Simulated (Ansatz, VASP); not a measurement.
# Cross-check of AlGaP2 (generalised stacking fault on (111) (glide set) of a GaP-AlP solid solution) between VASP and Ansatz

Wanted: the spread between two codes on one cell, functional and k mesh. The cell is taken from a series of runs on this material, whose earlier steps may have relaxed, scaled, displaced or heated it; both programs get it as it stands.

Program: Ansatz 0.2.0. Level of theory: plane waves, with VASP 6.6.1 beside it; PBE. Results are calculated unless marked as measured.

### 1. Starting point

The cell holds 72 atoms: 18 Al, 36 P and 18 Ga. Its edges and angles: a = 6.683 Å, b = 11.576 Å, c = 19.136 Å, α = 90.0°, β = 86.7°, γ = 90.0°. As first built, before any earlier steps moved the atoms or strained the cell (in the runner's words): zinc-blende GaP (a = 5.4569 A), cell with z along [111], 1 x 3 x 2 periods; the third cell vector is tilted by 0.167 of 1/2[11-2] and lengthened by 0.2 A, so the cell holds one fault (glide set); displaced by a Gaussian of 0.01 A; 18 of 36 Ga sites given to Al at random (lattice constant by Vegard's rule between GaP and AlP). The structure's axis is c.

### 2. Ansatz: single point, PBE

Ansatz runs on its default PAW (the set named soft_2) files.

A single point takes one fixed geometry, so differences don't come from the geometry; what else differs is listed under the comparison.

Contents of input.yaml:

```yaml
crystal:
  lattice:
    - [6.68331, 0.0, 0.0]
    - [0.0, 11.57583, 0.0]
    - [1.11391, 0.0, 19.10326]
  atoms:
    - { symbol: Al, position: [0.49646, 0.16469, 0.0197] }
    - { symbol: P, position: [0.47929, 0.16679, 0.14378] }
    - { symbol: Ga, position: [0.80102, 0.16707, 0.18567] }
    - { symbol: P, position: [0.78445, 0.16841, 0.30947] }
    - { symbol: Ga, position: [0.9976, 0.00086, 0.0202] }
    - { symbol: P, position: [0.97189, 0.99994, 0.14529] }
    - { symbol: Al, position: [0.30332, 0.00026, 0.18533] }
    - { symbol: P, position: [0.28099, 0.99992, 0.30897] }
    - { symbol: Ga, position: [0.60663, 0.00057, 0.35109] }
    - { symbol: P, position: [0.58752, 0.99819, 0.47508] }
    - { symbol: Al, position: [0.49584, 0.50025, 0.01993] }
    - { symbol: P, position: [0.47581, 0.50019, 0.14412] }
    - { symbol: Ga, position: [0.8006, 0.49929, 0.18554] }
    - { symbol: P, position: [0.78194, 0.49907, 0.30821] }
    - { symbol: Al, position: [0.99782, 0.33292, 0.0212] }
    - { symbol: P, position: [0.9746, 0.3325, 0.14419] }
    - { symbol: Ga, position: [0.30209, 0.33346, 0.18511] }
    - { symbol: P, position: [0.28237, 0.33304, 0.30974] }
    - { symbol: Al, position: [0.60815, 0.33354, 0.34983] }
    - { symbol: P, position: [0.59058, 0.33383, 0.47335] }
    - { symbol: Ga, position: [0.10915, 0.16518, 0.34972] }
    - { symbol: P, position: [0.08783, 0.16589, 0.47316] }
    - { symbol: Ga, position: [0.41188, 0.16698, 0.51505] }
    - { symbol: P, position: [0.39248, 0.16713, 0.63881] }
    - { symbol: Al, position: [0.72161, 0.16577, 0.67972] }
    - { symbol: P, position: [0.69747, 0.16812, 0.80432] }
    - { symbol: Ga, position: [0.9141, 0.99898, 0.51551] }
    - { symbol: P, position: [0.89222, 0.00038, 0.63795] }
    - { symbol: Al, position: [0.22043, 0.99979, 0.68001] }
    - { symbol: P, position: [0.19939, 0.99964, 0.80309] }
    - { symbol: Ga, position: [0.52703, 0.00029, 0.84556] }
    - { symbol: P, position: [0.50566, 0.99913, 0.9693] }
    - { symbol: Ga, position: [0.49636, 0.83227, 0.02075] }
    - { symbol: P, position: [0.4758, 0.83227, 0.14452] }
    - { symbol: Al, position: [0.80364, 0.834, 0.18553] }
    - { symbol: P, position: [0.781, 0.83366, 0.3098] }
    - { symbol: Ga, position: [0.99654, 0.66708, 0.0211] }
    - { symbol: P, position: [0.97638, 0.66769, 0.14438] }
    - { symbol: Al, position: [0.29994, 0.66656, 0.18487] }
    - { symbol: P, position: [0.28268, 0.66552, 0.30996] }
    - { symbol: Al, position: [0.61249, 0.66677, 0.35088] }
    - { symbol: P, position: [0.58797, 0.66695, 0.47434] }
    - { symbol: Ga, position: [0.11, 0.4993, 0.34953] }
    - { symbol: P, position: [0.08795, 0.49988, 0.47545] }
    - { symbol: Al, position: [0.41286, 0.49997, 0.51595] }
    - { symbol: P, position: [0.39348, 0.50024, 0.63909] }
    - { symbol: Al, position: [0.71941, 0.49908, 0.68094] }
    - { symbol: P, position: [0.69847, 0.50033, 0.80384] }
    - { symbol: Al, position: [0.9141, 0.33394, 0.51502] }
    - { symbol: P, position: [0.89429, 0.3328, 0.63998] }
    - { symbol: Al, position: [0.22035, 0.33503, 0.67968] }
    - { symbol: P, position: [0.20075, 0.33295, 0.80581] }
    - { symbol: Ga, position: [0.52476, 0.3315, 0.84581] }
    - { symbol: P, position: [0.50819, 0.33201, 0.96894] }
    - { symbol: Al, position: [0.0243, 0.16751, 0.84539] }
    - { symbol: P, position: [0.00442, 0.16751, 0.96848] }
    - { symbol: Al, position: [0.10516, 0.83139, 0.35079] }
    - { symbol: P, position: [0.0874, 0.83433, 0.47359] }
    - { symbol: Al, position: [0.41191, 0.83207, 0.51549] }
    - { symbol: P, position: [0.39186, 0.83381, 0.63928] }
    - { symbol: Ga, position: [0.71799, 0.83262, 0.68084] }
    - { symbol: P, position: [0.69737, 0.83534, 0.80375] }
    - { symbol: Ga, position: [0.91126, 0.66741, 0.51579] }
    - { symbol: P, position: [0.89426, 0.66631, 0.6391] }
    - { symbol: Ga, position: [0.22167, 0.66597, 0.67865] }
    - { symbol: P, position: [0.19737, 0.66618, 0.8038] }
    - { symbol: Ga, position: [0.52662, 0.66634, 0.84504] }
    - { symbol: P, position: [0.50613, 0.66693, 0.96825] }
    - { symbol: Ga, position: [0.02698, 0.50025, 0.84606] }
    - { symbol: P, position: [0.00406, 0.49922, 0.97104] }
    - { symbol: Al, position: [0.0288, 0.83486, 0.84413] }
    - { symbol: P, position: [0.00471, 0.83301, 0.96964] }
kpoints:
  mp_grid: { grid: [2, 1, 1] }
hamiltonian:
  xc: pbe
scf:
  occupations: { method: gaussian, width: 0.05 }
output:
  forces: true
  stress: true
  populations: true
  dos:
    method: { smearing: { sigma: 0.1 } }
    de: 0.1
    projected: { site_lists: { Al: [Al], Ga: [Ga], P: [P] } }
  eigenvalues: true
  write_density: true
  write_potential: true
  volumetric_format: npy
```

Started as:

```bash
ansatz run input.yaml --threads 4 --pin off --max-ram 8192MiB --backend cpu --events-out ev --progress --plain --runs-dir out
```

Numbers of over 12 decimals in the logs are rounded to 6 here.

Log:

```text
Engine: ansatz 0.2.0, x86_64-unknown-linux-gnu
Pseudopotentials: kind: paw
Pseudopotential: Al, paw, valence charge 3, recommended cutoff 420 eV (normal), Al.paw.azcp
Pseudopotential: P, paw, valence charge 5, recommended cutoff 420 eV (normal), P.paw.azcp
Pseudopotential: Ga, paw, valence charge 13, recommended cutoff 420 eV (normal), Ga.paw.azcp
Functional definition: PBE
  parameter kappa = 0.804
  parameter beta = 0.066725
  exchange = pbe_x(kappa = kappa, mu = beta*pi^2/3)
  correlation = pbe_c(beta = beta)
Crystal: 72 atoms, lattice volume = 1477.921 Å³
Basis set: ecut = 420 eV, 28931 PW (Γ), exchange–correlation on 90×160×256 points (8 copies of the dense FFT grid, shifted against one another)
Bands: 306, of which v1, the nominal top of the filled ones, is band 234 counted from 1 (233 counted from 0)
Symmetry: 1 space group operations
Space group: P1 (ITA 1), of the structure as read, at distance tolerance 1.1e-4 Å
k-points: 2
Non-local potential: Al, projectors of the file, l = 0: 2, l = 1: 2, l = 2: 1
Non-local potential: P, projectors of the file, l = 0: 2, l = 1: 2, l = 2: 2
Non-local potential: Ga, projectors of the file, l = 0: 2, l = 1: 2, l = 2: 3, l = 3: 1
PAW form: soft (Blöchl's): semilocal exchange-correlation on the pseudo side does not see the compensation charge
PAW one-centre angular grid: Al, 110 points (default); XC on 64 Gauss nodes
PAW one-centre angular grid: P, 110 points (default); XC on 64 Gauss nodes
PAW one-centre angular grid: Ga, 590 points (default); XC on 64 Gauss nodes
Initial density: superposition of atomic densities (neutral atoms: chi_scale 0, normalization atom), corrected by the library's trained network
Initial wavefunctions: pseudopotential atomic-orbital guess
Functional: x = pbe(κ = 0.804, μ = 0.219515), c = pbe(β = 0.066725)
SCF iter   1: F=—  HF=-105001.597638 eV  |F-HF|=—  |Δ(HF+E_count)|=         —  Δρ=2.17e-3  dr2=2.30e-1  ethr=1.77e-3  ⟨swp⟩=8.0  Hψ=2885  notcnv=0  defer=46
preconditioner: auto → Resta (q_TF=auto, 2.252 Å⁻¹)  ε∞=4.0  [insulator: Δε(μ)=0.587 eV  Ē_g=12.096 eV  σ=0.050 eV  W_gap=1.00  n_scr=294 (ndim 8)  ℏωp=20.9 eV  f_vac=0.000  D(μ)=0.00/eV (n_scr^D=0)  ε∞_Penn≈4.0]
SCF iter   2: F=—  HF=-105001.586283 eV  |F-HF|=—  |Δ(HF+E_count)|=   1.14e-2  Δρ=1.26e-3  dr2=2.74e-2  ethr=4.91e-5  ⟨swp⟩=2.0  Hψ=996  notcnv=0  defer=92
SCF iter   3: F=—  HF=-105001.584842 eV  |F-HF|=—  |Δ(HF+E_count)|=   1.44e-3  Δρ=6.30e-4  dr2=6.92e-3  ethr=5.86e-6  ⟨swp⟩=2.0  Hψ=609  notcnv=0  defer=92
SCF iter   4: F=—  HF=-105001.585427 eV  |F-HF|=—  |Δ(HF+E_count)|=   5.85e-4  Δρ=1.18e-4  dr2=6.17e-4  ethr=1.48e-6  ⟨swp⟩=2.5  Hψ=743  notcnv=0  defer=92
SCF iter   5: F=—  HF=-105001.585488 eV  |F-HF|=—  |Δ(HF+E_count)|=   6.07e-5  Δρ=5.09e-5  dr2=1.35e-4  ethr=1.32e-7  ⟨swp⟩=3.0  Hψ=942  notcnv=0  defer=92
SCF iter   6: F=—  HF=-105001.585480 eV  |F-HF|=—  |Δ(HF+E_count)|=   8.11e-6  Δρ=1.83e-5  dr2=1.20e-5  ethr=2.88e-8  ⟨swp⟩=2.5  Hψ=961  notcnv=0  defer=92
SCF iter   7: F=—  HF=-105001.584883 eV  |F-HF|=—  |Δ(HF+E_count)|=   5.96e-4  Δρ=7.28e-6  dr2=1.38e-6  ethr=2.57e-9  ⟨swp⟩=3.0  Hψ=1142  notcnv=0  defer=100
SCF iter   8: F=—  HF=-105001.584884 eV  |F-HF|=—  |Δ(HF+E_count)|=   8.29e-7  Δρ=2.81e-6  dr2=1.99e-7  ethr=2.94e-10  ⟨swp⟩=2.5  Hψ=953  notcnv=0  defer=100
SCF iter   9: F=-105001.584884 eV  HF=-105001.584884 eV  |F-HF|=3.60e-8  |Δ(HF+E_count)|=   1.13e-7  Δρ=1.24e-6  dr2=2.99e-8  ethr=2.14e-11  ⟨swp⟩=19.5  Hψ=5634  notcnv=0
SCF 1 converged in 9 iterations: F = -105001.584884 eV  dr2 = 2.99e-8
  greatest PAW one-centre occupation: 0.995 electrons in one spin orbital (limit 2), on the Ga atom at site 32 (counted from 0), in its partial waves of l = 2
SCF converged after 9 iterations
Free energy (F): -105001.584884 eV
Harris-Foulkes:  -105001.584884 eV  (|F-HF|=3.60e-8)
Internal energy: -105001.584884 eV  (E = F + TS)
E sigma→0 (E₀):  -105001.584884 eV
Fermi energy:    7.294061 eV
--- Per-component energies (eV) ---
  E_band       = -1169.973862
  E_kinetic    = 5054.283852
  E_local      = -48345.305839  (includes V_loc(G=0)·N_el)
  E_nonlocal   = 9068.160372
  E_hartree    = 22284.363618
  E_xc         = -4182.496316
  E_vxc        = -3764.156582  (∫ρ·V_xc dr)
  E_paw        = -64718.935134  (= ΣΔE_a)
  E_vpaw       = -7751.694958  (= ΣTr[D̂ρ^β])
  E_aug_tail   = -0.001897  (compensation charges beyond the density's cutoff)
  E_ewald      = -24161.653541
  E_smearing   = -0.000000  (= −TS)
  E_closure    = -0.000000  (closes the sum)
  Σ components = -105001.584884   (vs F -105001.584884, Δ=0.00e0)
--- Forces (eV/Å), atoms counted from 1 ---
  atom   1  Al    -0.00403001     0.31763831     1.31339569
  atom   2  P     -0.34375607    -0.03029449    -0.17399045
  atom   3  Ga     0.12942406    -0.05171163     0.17558276
  atom   4  P     -0.26108398    -0.26094340    -0.08991394
  atom   5  Ga    -0.01724183    -0.09142314     1.28305381
[...]
atom  53  Ga     0.08635067     0.34585915     0.18186849
  atom  54  P      0.07242089     0.16500350    -0.92664890
  atom  55  Al     0.04529878    -0.20932541     0.09113652
  atom  56  P      0.05185759    -0.29707524    -1.11814233
  atom  57  Al     0.21506675     0.16249772    -0.07242426
  atom  58  P      0.03793307    -0.24134543     0.03167159
  atom  59  Al     0.04794991     0.06492763     0.07994740
  atom  60  P      0.08615864    -0.09237945    -0.20612033
  atom  61  Ga     0.06503301     0.08140171    -0.07239672
  atom  62  P      0.30596355    -0.23431016     0.04996391
  atom  63  Ga     0.18480738    -0.00206894     0.04316048
  atom  64  P     -0.15571346    -0.02380789     0.03547469
  atom  65  Ga    -0.16261352     0.12221335     0.40942055
  atom  66  P      0.12475410     0.06602936    -0.13618523
  atom  67  Ga    -0.13357798     0.16782962     0.09170989
  atom  68  P      0.06517963     0.05272952    -1.08472975
  atom  69  Ga    -0.13181409    -0.01318553     0.23526828
  atom  70  P      0.04562985     0.45871666    -1.38140712
  atom  71  Al    -0.25213799    -0.20311756     0.43007221
  atom  72  P      0.05093433     0.17371563    -1.54091352
  max |Σ_I F_I| component: 2.38e-5 eV/Å
--- Stress (GPa, compression-positive) ---
        1.818236      -0.045641       0.232805
       -0.045640       6.489614       0.033402
        0.232823       0.033402       1.781927
  P = ⅓ Tr σ = 3.3633 GPa (33.633 kbar)
--- Band table (eV) ---
  k-point 0: bands = [... 230 lower, 5.8575, 6.2910, 6.3223, 7.0592, 7.5290, 7.6920, 7.9057, 7.9859, ... 68 higher]
  k-point 1: bands = [... 230 lower, 5.5357, 5.5799, 5.6419, 5.6838, 7.9936, 8.0433, 8.0712, 8.0975, ... 68 higher]
--- Löwdin populations: 72 sites ---
  site symbol       q [e]
     0     Al      2.5253
     1      P      5.1786
     2     Ga     12.9310
     3      P      5.0927
     4     Ga     12.8645
     5      P      5.1847
     6     Al      2.5899
     7      P      5.1750
     8     Ga     12.9325
     9      P      5.0922
    10     Al      2.5256
    11      P      5.1779
    12     Ga     12.9238
    13      P      5.1773
    14     Al      2.5292
    15      P      5.0950
    16     Ga     12.9262
    17      P      5.0933
    18     Al      2.5991
    19      P      5.2684
    20     Ga     12.9389
    21      P      5.0901
    22     Ga     12.9354
    23      P      5.2622
[...]
64     Ga     12.9374
    65      P      5.0945
    66     Ga     12.9191
    67      P      5.2061
    68     Ga     12.9189
    69      P      5.2164
    70     Al      2.5862
    71      P      5.1659
  spilling = 0.004516 (of n_electrons = 468.000000)
```

Reading the cycles: dr2 is the Hartree energy of the density residual (eV), the measure of convergence; HF is the Harris–Foulkes estimate of the energy, which meets the free energy F at convergence.

(Part 1 of 2 ends here.)

[Lines on the potential files, build, host, timing and source positions are cut from VASP's logs without a mark.]

[Logs are printed without paths, hosts, clocks, repeated set-up lines and the standing remarks that a program may print on its own settings, such as how far it seeks lower states.]

[Hosts, paths, dates, database ids (printed as entryN), source tags and the programs' standing remarks are cut or masked in the printed files.]
